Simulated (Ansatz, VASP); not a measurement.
# ZnS: VASP beside Ansatz, part 2 of 2

Aim: how closely do two programs agree when they are given the same cell, functional and k mesh? The structure shown is the end of the Ansatz relaxation below.

VASP 6.6.1 and Ansatz 0.2.0.

So far. Step 3 (VASP: single point, PBEsol, pair 1): The run ends at a pressure of -0.86 GPa, with forces up to 0.0033 eV/Å.

## 6. VASP: single point, PBEsol, pair 2

Level of this step: PBEsol; plane waves and PAW (Zn, S) (VASP).

The same cell, functional, mesh and smearing now go to VASP, with its own data sets.

File INCAR:

```
SYSTEM = ZnS
PREC = Accurate
ENCUT = 500
EDIFF = 1E-06
NELM = 120
ISMEAR = -1
SIGMA = 0.02
LREAL = .FALSE.
ALGO = Normal
GGA = PS
NBANDS = 24
LORBIT = 11
LWAVE = .FALSE.
LCHARG = .FALSE.
ISIF = 2
LASPH = .TRUE.
GGA_COMPAT = .FALSE.
EFERMI = MIDGAP
KPAR = 2
```

File POSCAR:

```
ZnS
1.0
    3.7065658000      0.0000000000      0.0000000000
   -1.8532829000      3.2099801436      0.0000000000
    0.0000000000      0.0000000000      6.2855885468
Zn S
2 2
Direct
    0.3333333334      0.6666666668      0.9967934627
    0.6666666668      0.3333333334      0.4967934627
    0.6666666668      0.3333333334      0.1290822373
    0.3333333334      0.6666666668      0.6290822373
```

File KPOINTS:

```
Automatic mesh
0
Gamma
8 8 5
0 0 0
```

PAW data sets: Zn and S (PBE family, release 64).

Started as:

```console
mpirun -np 2 vasp_std
```

Numbers of over 12 decimals in the logs are rounded to 6 here.

What it wrote:

```text
[banner, memory and clock lines left out]
running    2 mpi-ranks, on    1 nodes
[...]
[... a notice as in an earlier step ...]

 LDA part: xc-table for (Slater+PW92), standard interpolation
 POSCAR, INCAR and KPOINTS ok, starting setup
[...]
entering main loop
       N       E                     dE             d eps       ncg     rms          rms(c)
DAV:   1     0.230507143137E+03    0.23051E+03   -0.16928E+04  1440   0.178E+03
DAV:   2     0.502735067970E+01   -0.22548E+03   -0.21746E+03  1512   0.356E+02
DAV:   3    -0.155230173275E+02   -0.20550E+02   -0.20424E+02  1768   0.110E+02
DAV:   4    -0.159568592830E+02   -0.43384E+00   -0.43346E+00  1712   0.165E+01
[...]
DAV:  11    -0.151325487066E+02   -0.11125E-03   -0.21561E-04  1704   0.175E-01    0.101E-01
DAV:  12    -0.151325462096E+02    0.24970E-05   -0.44128E-05  1768   0.107E-01    0.141E-02
DAV:  13    -0.151325471408E+02   -0.93128E-06   -0.30783E-06  1496   0.109E-02
   1 F= -.15132547E+02 E0= -.15132547E+02  d E =0.000000E+00
```

From OUTCAR (step 6):

```text
  Total        1.6550411      1.6550411      0.1131996      0.0000000      0.0000000      0.0000000
  in kB       35.4567850     35.4567850      2.4251335      0.0000000      0.0000000      0.0000000
  external PRESSURE =      24.4462345 kB  Pullay stress =       0.0000000 kB

 POSITION                                       TOTAL-FORCE (eV/Angst)
 -----------------------------------------------------------------------------------
      0.00000      2.13999      6.26543         0.000000      0.000000     -0.001183
      1.85328      1.06999      3.12264        -0.000000      0.000000     -0.001183
      1.85328      1.06999      0.81136        -0.000000      0.000000      0.001183
      0.00000      2.13999      3.95415        -0.000000      0.000000      0.001183
 -----------------------------------------------------------------------------------
    total drift:                                0.000000      0.000001     -0.000788

  FREE ENERGIE OF THE ION-ELECTRON SYSTEM (eV)
  ---------------------------------------------------
  free  energy   TOTEN  =       -15.1325471408 eV

  energy  without entropy=      -15.1325471408  energy(sigma->0) =      -15.13254714

[... 1 part as in an earlier step ...]

[... 2 further parts left out ...]
[key lines of the parts left out:]
E-fermi :   3.6926
```

The run ends at a pressure of 2.44 GPa, with forces up to 0.0012 eV/Å.

## 7. Differences

Compared:

| quantity | Ansatz | VASP | difference |
| --- | --- | --- | --- |
| pressure (GPa) | 2.22 | 2.44 | -0.22 |
| gap on the k mesh (eV) | 2.143 | 2.154 | -0.011 |

A gap on the mesh is an upper bound, since the band edges may lie between its points.

## 8. Ansatz: relaxation, PBEsol

This run makes the geometry at which the two programs are then compared. The cell compared in this pair holds 73.74 Å³, against 74.79 Å³ for the pair before.

The structure compared here is the end of the Ansatz relaxation.

File input.yaml:

```yaml
crystal:
  lattice:
    - [3.6687437, 0.0, 0.0]
    - [-1.83437185, 3.1772252442, 0.0]
    - [0.0, 0.0, 6.319459978]
  atoms:
    - { symbol: Zn, position: [0.3333333, 0.6666667, 1.67e-05] }
    - { symbol: Zn, position: [0.6666667, 0.3333333, 0.5000167] }
    - { symbol: S, position: [0.6666667, 0.3333333, 0.125859] }
    - { symbol: S, position: [0.3333333, 0.6666667, 0.625859] }
kpoints:
  mp_grid: { grid: [8, 8, 5] }
scf:
  occupations: { method: fermi_dirac, width: 0.02 }
hamiltonian:
  xc: pbesol
  pseudopotentials: { kind: paw, azcp: { folder: soft_1 }, xc_functional: pbe }
basis:
  ecutwfc: 600
output:
  forces: true
  stress: true
relax:
  f_tol: 0.005
  max_steps: 70
  cell: { stress_tol: 0.02, p_target: 0, fix: [a, b, alpha, beta, gamma] }
```

Started as:

```console
ansatz run input.yaml --threads 8 --pin off --max-ram 18432MiB --backend cpu --events-out ev --progress --plain --runs-dir out
```

What it wrote:

```text
[...]
Crystal: 4 atoms, lattice volume = 73.662 Å³
Basis set: ecut = 600 eV, 2491 PW (Γ), exchange–correlation on 60×60×108 points (8 copies of the dense FFT grid, shifted against one another)
Bands: 22, of which v1, the nominal top of the filled ones, is band 18 counted from 1 (17 counted from 0)
Symmetry: 12 space group operations
[...]
k-points: 30 of 320 (time reversal used)
[...]
--- Relaxed structure (4 steps of the walk, 4 accepted, 1 SCFs on fresh bases) ---
[...]
cell:  # Å, volume = 73.7360 Å³
    - [3.668744, 0, 0]
    - [-1.834372, 3.177225, 0]
    - [0, 0, 6.325783]
  atoms:
    - { symbol: Zn, position: [0.333333, 0.666667, -0.00489467] }
    - { symbol: Zn, position: [0.666667, 0.333333, 0.495105] }
    - { symbol: S, position: [0.666667, 0.333333, 0.130770] }
    - { symbol: S, position: [0.333333, 0.666667, 0.630770] }
[key lines of the parts left out:]
SCF converged after 5 iterations
Free energy (F): -8334.808707 eV
Fermi energy:    7.766385 eV
P = ⅓ Tr σ = 3.4206 GPa (34.206 kbar)
```

## 9. VASP: single point, PBEsol, pair 3

The same cell, functional, mesh and smearing now go to VASP, with its own data sets.

INCAR is that of step 6.

File POSCAR:

```
ZnS
1.0
    3.6687437000      0.0000000000      0.0000000000
   -1.8343718500      3.1772252442      0.0000000000
    0.0000000000      0.0000000000      6.3257832017
Zn S
2 2
Direct
    0.3333333334      0.6666666668      0.9951053314
    0.6666666668      0.3333333334      0.4951053314
    0.6666666668      0.3333333334      0.1307703686
    0.3333333334      0.6666666668      0.6307703686
```

KPOINTS is that of step 6.

Started as:

```console
mpirun -np 2 vasp_std
```

What it wrote:

```text
[... set-up lines as in an earlier step ...]
 entering main loop
       N       E                     dE             d eps       ncg     rms          rms(c)
DAV:   1     0.229387739099E+03    0.22939E+03   -0.17162E+04  1440   0.179E+03
DAV:   2     0.448731086608E+01   -0.22490E+03   -0.21740E+03  1512   0.358E+02
DAV:   3    -0.155284729780E+02   -0.20016E+02   -0.19911E+02  1832   0.109E+02
DAV:   4    -0.159276690954E+02   -0.39920E+00   -0.39898E+00  1688   0.162E+01
[...]
DAV:  11    -0.150909902004E+02   -0.10416E-03   -0.21573E-04  1760   0.168E-01    0.870E-02
DAV:  12    -0.150909885103E+02    0.16901E-05   -0.37630E-05  1776   0.967E-02    0.132E-02
DAV:  13    -0.150909892753E+02   -0.76498E-06   -0.27035E-06  1504   0.103E-02
   1 F= -.15090989E+02 E0= -.15090989E+02  d E =0.000000E+00
```

OUTCAR, selected parts (step 9):

```text
  Total        2.4643749      2.4643749      0.1227611      0.0000000     -0.0000000      0.0000000
  in kB       53.5473115     53.5473115      2.6674215      0.0000000     -0.0000000      0.0000000
  external PRESSURE =      36.5873482 kB  Pullay stress =       0.0000000 kB

 POSITION                                       TOTAL-FORCE (eV/Angst)
 -----------------------------------------------------------------------------------
      0.00000      2.11815      6.29482         0.000000      0.000000     -0.002582
      1.83437      1.05908      3.13193        -0.000000     -0.000000     -0.002582
      1.83437      1.05908      0.82723        -0.000000      0.000000      0.002582
      0.00000      2.11815      3.99012         0.000000     -0.000000      0.002582
 -----------------------------------------------------------------------------------
    total drift:                                0.000000      0.000001     -0.000059

  FREE ENERGIE OF THE ION-ELECTRON SYSTEM (eV)
  ---------------------------------------------------
  free  energy   TOTEN  =       -15.0909892753 eV

  energy  without entropy=      -15.0909892753  energy(sigma->0) =      -15.09098928

[... 1 part as in an earlier step ...]

[... 2 further parts left out ...]
[key lines of the parts left out:]
E-fermi :   3.8556
```

The run ends at a pressure of 3.66 GPa, with forces up to 0.0026 eV/Å.

## 10. Comparison

Compared:

| quantity | Ansatz | VASP | difference |
| --- | --- | --- | --- |
| pressure (GPa) | 3.42 | 3.66 | -0.24 |
| gap on the k mesh (eV) | 2.109 | 2.121 | -0.012 |

A gap on the mesh is an upper bound, since the band edges may lie between its points.

## 11. Summary of results

- difference in gap on the k mesh (single point, PBEsol, pair 1): -0.0085 eV
- difference in gap on the k mesh (single point, PBEsol, pair 2): -0.011 eV
- difference in gap on the k mesh (single point, PBEsol, pair 3): -0.012 eV

In words: The difference in gap on the k mesh is -0.012 eV (single point, PBEsol, pair 3), within the 0.08 eV picked in this series as the mark of a large difference. 3 further runs of this series are not shown here. How closely two codes agree says nothing of how well the functional describes the real material.

[Lines on the potential files, build, host, timing and source positions are cut from VASP's logs without a mark.]

[Logs are printed without paths, hosts, clocks, repeated set-up lines and the standing remarks that a program may print on its own settings, such as how far it seeks lower states.]

[Hosts, paths, dates, database ids (printed as entryN), source tags and the programs' standing remarks are cut or masked in the printed files.]
